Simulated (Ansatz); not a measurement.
**Equation of state of gold, omega (AlB2-type)**

Theory: DFT, PBE, plane waves (420 eV) with PAW, scalar-relativistic in Ansatz.

The cell is scaled uniformly from the relaxed one, with fractional coordinates and shape fixed. Energies are extrapolated to zero smearing, pressures are those at the given smearing. Magnetic state: spin not included.

| V (Å³/atom) | E − E₀ (meV/atom) | P (GPa) |
| --- | --- | --- |
| 16.160 | 145.3 | 24.48 |
| 16.895 | 58.2 | 14.03 |
| 17.629 | 13.0 | 6.04 |
| 18.364 | 0.0 | -0.04 |
| 19.098 | 11.3 | -4.64 |
| 19.833 | 40.9 | -8.10 |
| 20.567 | 84.3 | -10.68 |

(1) Fit a third-order Birch-Murnaghan equation.

## Answers

(1) V₀ = 18.36 Å³/atom, B₀ = 132 GPa, B₀′ = 5.9.
